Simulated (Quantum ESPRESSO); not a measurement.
AlN:

```
Al N
1.0
     3.11300    0.00000    0.00000
    -1.55650    2.69594    0.00000
     0.00000    0.00000    4.98100
Al N
2 2
Direct
  0.66667 0.33333 0.50000
  0.33333 0.66667 0.00000
  0.66667 0.33333 0.88000
  0.33333 0.66667 0.38000
```

Base run:

| Quantity | Value |
| --- | --- |
| Program | Quantum ESPRESSO 7.5 |
| Functional | PBE |
| Potentials or basis | GBRV 1.5 PBE |
| Cutoff | 612 eV |
| Density cutoff | 4898 eV |
| k mesh | 10 × 10 × 6 |
| Occupations | fermi-dirac, width 0.05 eV |
| Spin | no spin polarisation |

Its results: band gap on the k mesh 4.20 eV, direct; pressure 4.2 GPa; largest force 0.126 eV/Å.

Q: The run is repeated on the same cell with these changes: potentials or basis from GBRV 1.5 PBE to SPMS 1.0 PBE; cutoff from 612 eV to 1197 eV; density cutoff from 4898 eV to 4789 eV. What comes out?

A: Band gap on the k mesh 4.23 eV, direct; pressure 3.7 GPa; largest force 0.131 eV/Å.

Caveats: some levels on the path didn't converge (some runs).
